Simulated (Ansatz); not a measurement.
## Honeycomb PbTe monolayer in a perpendicular field

Wanted: the out-of-plane response of the honeycomb PbTe monolayer. A positive field points along +c.

Program: Ansatz 0.2.0. Level of theory: plane-wave DFT, PBE-D3(BJ), Ansatz PAW (set soft_1); PAW set soft_1. Results are calculated unless marked as measured.

Report form: the programs' logs are mostly left out.

### 1. Set-up

The cell holds 2 atoms: 1 Te and 1 Pb. Cell: a = 4.290 Å, b = 4.290 Å, c = 34.400 Å, α = 90.0°, β = 90.0°, γ = 120.0°. Vacuum lies along c.

As a file:

```cif
data_structure
_symmetry_space_group_name_H-M 'P 1'
_symmetry_Int_Tables_number 1
_cell_length_a 4.2900
_cell_length_b 4.2900
_cell_length_c 34.4000
_cell_angle_alpha 90.000
_cell_angle_beta 90.000
_cell_angle_gamma 120.000
_cell_volume 548.28
loop_
_atom_site_label
_atom_site_type_symbol
_atom_site_fract_x
_atom_site_fract_y
_atom_site_fract_z
_atom_site_occupancy
Te1 Te 0.66667 0.33333 0.47529 1
Pb2 Pb 0.33333 0.66667 0.52471 1
```

### 2. Relaxing the slab

The starting cell is a guess, so the in-plane lattice and the atoms are relaxed first, with the slab cut off from its images along the normal.

input.yaml reads:

```yaml
crystal:
  lattice:
    - [4.29, 0.0, 0.0]
    - [-2.145, 3.7152489822, 0.0]
    - [0.0, 0.0, 34.3999999991]
  atoms:
    - { symbol: Te, position: [0.6666666667, 0.3333333333, 0.4752906977] }
    - { symbol: Pb, position: [0.3333333333, 0.6666666667, 0.5247093023] }
  periodic: [true, true, false]
kpoints:
  mp_grid: { grid: [12, 12, 1] }
hamiltonian:
  xc: pbe
  dispersion: d3bj
  pseudopotentials: { kind: paw, azcp: { folder: soft_1 } }
scf:
  occupations: { method: fermi_dirac, width: 0.05 }
  convergence: { dr2_threshold: 1.0e-09 }
relax:
  f_tol: 0.004
  max_steps: 90
  cell: {}
output:
  write_potential: true
  write_density: true
  volumetric_format: npy
```

The run is started by

```
ansatz run input.yaml --threads 2 --pin off --max-ram 3072MiB --backend cpu --events-out ev --progress --plain --runs-dir out
```

It took 54 s on 2 threads of Arm Neoverse V1, shared host; peak memory 0.7 GiB; 1.8 min of CPU time.

Step by step:

| step | energy less that of the first step (eV) | largest force component (eV/Å) | volume (Å³) |
| --- | --- | --- | --- |
| 1 | 0.0000 | 0.0162 | 548.28 |
| 2 | -0.0011 | 0.0348 | 545.01 |
| 3 | -0.0021 | 0.0241 | 539.51 |
| 4 | -0.0022 | 0.0002 | 538.31 |
| 5* | -0.0020 | 0.0003 | 538.31 |

Relaxation steps marked * repeat the geometry before them on a plane-wave basis chosen anew for their cell, so energy and pressure can jump there.

The run keeps the 6 symmetry operations that it works with, so distortions that break them were not tested.

| cell as run | before | after | change |
| --- | --- | --- | --- |
| a (Å) | 4.290 | 4.251 | -0.9 % |
| b (Å) | 4.290 | 4.251 | -0.9 % |

The atoms that moved most (Å, along periodic axes as changes of fractional coordinates times the final cell, across vacuum about the mean position):

| atom | dx | dy | dz | length |
| --- | --- | --- | --- | --- |
| Te1 | 0.000 | 0.000 | -0.010 | 0.010 |
| Pb2 | 0.000 | 0.000 | 0.010 | 0.010 |

The relaxed structure:

```
Te Pb
1.0
     4.25080    0.00000    0.00000
    -2.12540    3.68130    0.00000
     0.00000    0.00000   34.40000
Te Pb
1 1
Direct
  0.66667 0.33333 0.47499
  0.33333 0.66667 0.52501
```

The lattice constant a goes from 4.290 to 4.251 Å.

### 3. Atoms held, field 0

A sawtooth potential applies the field, turning back in the middle of the vacuum. With the dipole correction the typed value is the field outside the slab. The induced dipole is small, so the SCF threshold is tight.

The cell differs from the one that the last finished run ended in (c 34.400 → 19.721 Å).

input.yaml reads:

```yaml
crystal:
  lattice:
    - [4.2507977535, 0.0, 0.0]
    - [-2.1253988767, 3.6812988409, 0.0]
    - [0.0, 0.0, 19.7205886704]
  atoms:
    - { symbol: Te, position: [0.6666666667, 0.3333333333, 0.4563758289] }
    - { symbol: Pb, position: [0.3333333333, 0.6666666667, 0.5436241711] }
kpoints:
  mp_grid: { grid: [12, 12, 1] }
  band_path:
    path: [[0, 0, 0], [0.5, 0, 0], [0.33333333, 0.33333333, 0], [0, 0, 0]]
    npoints: 16
hamiltonian:
  xc: pbe
  dispersion: d3bj
  pseudopotentials: { kind: paw, azcp: { folder: soft_1 } }
scf:
  occupations: { method: fermi_dirac, width: 0.02585 }
  convergence: { dr2_threshold: 1.0e-10 }
efield:
  axis: 3
  dipole_correction: true
  ramp_position: 0.97
  ramp_width: 0.06
  amplitude: 0
output:
  dos: { projected: true, e_range: [-6, 5] }
  write_potential: true
  write_density: true
  volumetric_format: npy
  elf: true
```

Elapsed: 13 s, on 2 threads; peak memory 0.51 GiB.

This step gave:

| Item | Value |
| --- | --- |
| gap on the k-mesh | 1.653 eV |
| dipole along the normal | 0.1123 e·Å |
| gap along the path | 1.653 eV |
| smallest direct gap along the path | 1.653 eV |
| step between the vacuum levels | -1.299 eV |
| ionisation energy, upper face | 4.203 eV |
| electron affinity, upper face | 2.550 eV |
| ionisation energy, lower face | 5.501 eV |
| gap, the smaller of path and mesh | 1.653 eV |

Running mean over a fixed 2.8 Å (it still follows the layers) of the planar mean; the ramp of the sawtooth is left out. The electron's electrostatic potential energy less the Fermi level by z:

z (Å), electron's electrostatic potential energy less the Fermi level (eV) and a bar from the least value:
```
      3.0       4.67 ##############################
      3.5       4.67 ##############################
      4.0       4.67 ##############################
      4.5       4.67 ##############################
      5.0       4.67 ##############################
      5.5       4.65 ##############################
      6.0       4.60 ##############################
      6.5       4.40 #############################
      7.0       3.60 ###########################
      7.5       2.15 ######################
      8.0       0.62 ##################
      8.5      -1.05 #############
      9.0      -2.84 #######
      9.5      -4.64 ##
     10.0      -5.33 
     10.5      -4.83 #
     11.0      -3.60 #####
     11.5      -2.19 #########
     12.0      -0.38 ###############
     12.5       1.53 #####################
     13.0       2.82 ########################
     13.5       3.21 ##########################
     14.0       3.32 ##########################
     14.5       3.36 ##########################
     15.0       3.37 ##########################
     15.5       3.37 ##########################
     16.0       3.37 ##########################
     16.5       3.37 ##########################
```

The density of states has structure finer than the step of the table below, so its rows give means over 0.25 eV, whole bins alone (the curve runs from -6 to 2.82 eV). Peaks (eV: height): -3.380: 10.1, -2.000: 7.11, -1.950: 6.26, -1.230: 4.74, 1.280: 6.54, 1.440: 5.27, 2.550: 5.91.

Table of density of states by energy, zero at the Fermi level of the run, which the smearing sets inside the gap; means over each step:

energy (eV), density of states (states/eV a cell) and a bar:
```
    -3.75        0.0 
    -3.50        1.5 ##########
    -3.25        3.4 ######################
    -3.00        1.3 #########
    -2.75        2.0 #############
    -2.50        1.9 ############
    -2.25        1.6 ###########
    -2.00        3.9 ##########################
    -1.75        2.8 ##################
    -1.50        2.6 #################
    -1.25        3.0 ####################
    -1.00        0.7 ####
    -0.75        0.0 
    -0.50        0.0 
    -0.25        0.0 
     0.00        0.0 
     0.25        0.0 
     0.50        0.0 
     0.75        0.0 
     1.00        1.5 ##########
     1.25        4.6 ##############################
     1.50        1.7 ###########
     1.75        0.0 
     2.00        0.0 
     2.25        1.5 ##########
     2.50        4.4 #############################
```

Projected DOS per atom over height of the atomic layer and energy from the Fermi level. Layers: Te Pb from below.

Ten even steps from '0' (0.00 states/eV) to '9' (2.42 states/eV), each cell a mean:
```
49
13
00
57
24
00
00
00
00
20
73
84
52
52
32
64
00
00
00
00
00
00
```
Columns: height of the atomic layer (Å) from 9 to 10.7; rows upwards: energy from the Fermi level (eV) from -5.96 to 2.77.

The electronic bands at the labelled points (eV, zero at the Fermi level of the run, which the smearing sets inside the gap):

| point | band 12 | band 13 | band 14 | band 15 | band 16 | band 17 | band 18 | band 19 |
| --- | --- | --- | --- | --- | --- | --- | --- | --- |
| Γ | -7.54 | -1.34 | -0.83 | -0.83 | 0.82 | 2.89 | 2.89 | 3.20 |
| halfway | -7.69 | -2.85 | -1.48 | -1.31 | 0.95 | 2.75 | 3.21 | 3.91 |
| M | -8.33 | -3.38 | -2.06 | -1.97 | 1.19 | 2.10 | 3.16 | 4.65 |
| halfway | -8.37 | -3.39 | -2.52 | -2.01 | 1.44 | 2.60 | 2.65 | 5.08 |
| K | -8.45 | -3.58 | -2.54 | -2.14 | 1.14 | 2.66 | 3.13 | 5.86 |
| halfway | -7.78 | -2.88 | -2.19 | -1.27 | 1.40 | 2.58 | 3.01 | 4.13 |
| Γ | -7.54 | -1.34 | -0.83 | -0.83 | 0.82 | 2.89 | 2.89 | 3.20 |

Valence density in the ca plane at fractional y = 0.333, with atoms of Te within 0.2 Å of it. It is the smooth field of the valence electrons, not physical close to the nuclei.

Ten steps, logarithmic in the rise over the least value, from '0' (0 e/Å³) to '9' (16 e/Å³), each cell a mean:
```
00000000000000000122222111000000000000000000
00000000000000001235542210000000000000000000
00000000000000001368873210000000000000000000
00000000000000001379984210000000000000000000
00000000000000001358863210000000000000000000
00000000000000001234432110000000000000000000
00000000000000000112222111000000000000000000
00000000000000000001111111100000000000000000
00000000000000000000001122110000000000000000
00000000000000000000011121110000000000000000
00000000000000000011111111100000000000000000
```
Columns run along c (16.0 Å, from fractional 0.09 to 0.91 of the cell), rows up along a (4.3 Å). Atoms in or near the plane, at fractional coordinates: Te at (0.46, 0.67).

ELF in the ca plane at fractional y = 0.333, with atoms of Te within 0.2 Å of it. It is the smooth field of the valence electrons, not physical close to the nuclei.

Ten even steps from '0' (0.00) to '9' (0.80), each cell a mean:
```
00000000000001368887777532222100000000000000
00000000000013689865457742100000000000000000
00000000000024799741025652100000000000000000
00000000000024799730014653100000000000000000
00000000000024799841125752100000000000000000
00000000000013589975557742110000000000000000
00000000000001357887777533332110000000000000
00000000000000012455654334555421000000000000
00000000000000000011122344566532000000000000
00000000000000000011222344566531000000000000
00000000000000023566664334454321000000000000
```
Columns run along c (16.0 Å, from fractional 0.09 to 0.91 of the cell), rows up along a (4.3 Å). Atoms in or near the plane, at fractional coordinates: Te at (0.46, 0.67).

Electrostatic potential energy in the ca plane at fractional y = 0.333, with atoms of Te within 0.2 Å of it. With pseudopotentials it is smooth inside the atoms' cores, unlike the true potential.

Ten even steps from '0' (-22 eV) to '9' (3 eV), each cell a mean:
```
99999999999999999875467888899999999999999999
99999999999999998610004789999999999999999999
99999999999999998204611689999999999999999999
99999999999999997218940589999999999999999999
99999999999999998303401689999999999999999999
99999999999999998620005889999999999999999999
99999999999999999876567888899999999999999999
99999999999999999998888777789999999999999999
99999999999999999999988766789999999999999999
99999999999999999999988766789999999999999999
99999999999999999998888777889999999999999999
```
Columns run along c (16.0 Å, from fractional 0.09 to 0.91 of the cell; values clipped at the 3rd and 97th percentile), rows up along a (4.3 Å). Atoms in or near the plane, at fractional coordinates: Te at (0.46, 0.67).

The gap is 1.65 eV, with the valence edge 4.20 eV and the conduction edge 2.55 eV under the upper vacuum level. Spin-orbit coupling, left out in this run, matters for the bands of elements this heavy.

### 4. Atoms held, field 0.1 V/Å

input.yaml: that of step 3 with these lines changed.

```diff
@@ -23,7 +23,6 @@
   dipole_correction: true
-  ramp_position: 0.97
-  ramp_width: 0.06
-  amplitude: 0
+  ramp_position: 0.9574
+  ramp_width: 0.0892
+  amplitude: 0.1
 output:
-  dos: { projected: true, e_range: [-6, 5] }
   write_potential: true
@@ -31,2 +30 @@
   volumetric_format: npy
-  elf: true
```

Run time: 13 s. Hardware: 2 threads; peak memory 0.48 GiB; 26 s of CPU time.

The dipole is 0.152 e·Å, 0.0393 e·Å from its value without field, and the gap 1.679 eV.

### 5. Atoms held, field -0.1 V/Å

input.yaml: that of step 4 with these lines changed.

```diff
@@ -25,3 +25,3 @@
   ramp_width: 0.0892
-  amplitude: 0.1
+  amplitude: -0.1
 output:
```

It took 14 s on 2 threads; peak memory 0.48 GiB; 27 s of CPU time.

The dipole is 0.0729 e·Å, -0.0394 e·Å from its value without field, and the gap 1.625 eV.

### 6. Response, atoms held

This step: plane-wave DFT, PBE-D3(BJ), Ansatz PAW (set soft_1); response to a field along the normal, atoms held; PAW set soft_1 (Ansatz 0.2.0).

The dipoles give the slope, and the difference of two potentials shows where the field is screened.

This step gave:

```
equivalent conductor thickness p/(ε₀AE) : 4.550 Å
distance between the outer atoms        : 1.721 Å
```

The dipole of the cell by applied field:

| applied field (V/Å) | dipole of the cell (e·Å) |
| --- | --- |
| -0.1000 | 0.0729 |
| 0.0000 | 0.112 |
| 0.1000 | 0.152 |

Local field over the applied field, running mean. From the potentials at -0.1 and 0.1 V/Å; running mean over 2.5 Å. The local field over applied field by z:

| z (Å) | local field over applied field |
| --- | --- |
| 4.5 | 0.997 |
| 5.0 | 0.992 |
| 5.5 | 0.979 |
| 6.0 | 0.947 |
| 6.5 | 0.877 |
| 7.0 | 0.753 |
| 7.5 | 0.590 |
| 8.0 | 0.409 |
| 8.5 | 0.235 |
| 9.0 | 0.0982 |
| 9.5 | 0.0215 |
| 10.0 | 0.00437 |
| 10.5 | 0.0350 |
| 11.0 | 0.125 |
| 11.5 | 0.266 |
| 12.0 | 0.435 |
| 12.5 | 0.605 |
| 13.0 | 0.761 |
| 13.5 | 0.875 |
| 14.0 | 0.941 |
| 14.5 | 0.973 |
| 15.0 | 0.989 |
| 15.5 | 0.995 |

Electrons, planar mean, per unit field. The induced electron density by z:

| z (Å) | induced electron density (e/Å³ per V/Å) |
| --- | --- |
| 4.09 | 4.8e-6 |
| 4.53 | 1.3e-5 |
| 4.82 | 2.4e-5 |
| 5.26 | 5.9e-5 |
| 5.70 | 1.4e-4 |
| 6.14 | 3.4e-4 |
| 6.43 | 5.7e-4 |
| 6.87 | 0.00121 |
| 7.30 | 0.00227 |
| 7.74 | 0.00323 |
| 8.03 | 0.00305 |
| 8.47 | 0.00162 |
| 8.91 | 0.00137 |
| 9.20 | 7.6e-4 |
| 9.64 | 1.6e-4 |
| 10.08 | -1.2e-4 |
| 10.52 | -7.8e-4 |
| 10.81 | -0.00102 |
| 11.25 | -9.6e-4 |
| 11.69 | -0.00258 |
| 11.98 | -0.00310 |
| 12.42 | -0.00256 |
| 12.85 | -0.00161 |
| 13.29 | -8.9e-4 |
| 13.59 | -5.8e-4 |
| 14.02 | -2.9e-4 |
| 14.46 | -1.4e-4 |
| 14.90 | -6.7e-5 |
| 15.19 | -4.0e-5 |
| 15.63 | -1.8e-5 |

The smaller of the gaps on the path and on the k-mesh, counted as 0 under 0.03 eV. The gap by applied field:

| applied field (V/Å) | gap (eV) |
| --- | --- |
| -0.1000 | 1.63 |
| 0.0000 | 1.65 |
| 0.1000 | 1.68 |

By hand: between -0.1 and 0.1 V/Å the dipole changes by 0.07870 e·Å, a slope of 0.3935 e·Å²/V. A perfect conductor of thickness t has p = ε₀AEt, so t = 180.95 × 0.3935 / 15.648 = 4.55 Å (e/ε₀ = 180.95 V·Å, A in Å²).

The induced dipole is that of a conductor 4.55 Å thick.

### 7. What came out

* gap without field: 1.65 eV
* ionisation energy, upper face: 4.20 eV
* electron affinity, upper face: 2.55 eV
* step between the vacuum levels: -1.30 eV
* equivalent conductor thickness, atoms held: 4.55 Å

The induced dipole equals that of a perfect conductor 4.55 Å thick, while the outer atoms lie 1.72 Å apart; an out-of-plane ε follows only once a thickness t is chosen, by 1 − 1/ε = 4.55 Å / t. The two faces differ: the vacuum level above lies 1.30 eV lower than the one below. The gap goes from 1.65 eV to 1.63 eV at -0.1 V/Å. Semilocal functionals give gaps that are too small, and excitons are not included. Spin-orbit coupling is left out, which matters for the bands of elements this heavy.

[Logs are printed without paths, hosts, clocks, repeated set-up lines and the standing remarks that a program may print on its own settings, such as how far it seeks lower states.]

[Hosts, paths, dates, database ids (printed as entryN), source tags and the programs' standing remarks are cut or masked in the printed files.]

[Maps of the electrostatic potential energy from Ansatz leave out the sawtooth potential of an applied field or a dipole correction, so their vacuum need not be flat; planar profiles and work functions include it.]

[The density of states shown here was stored with 400 of the rows of the run's finer table, so its peaks can read low, often by over a quarter, or be missed, and its means over a window can be off by a tenth or more.]
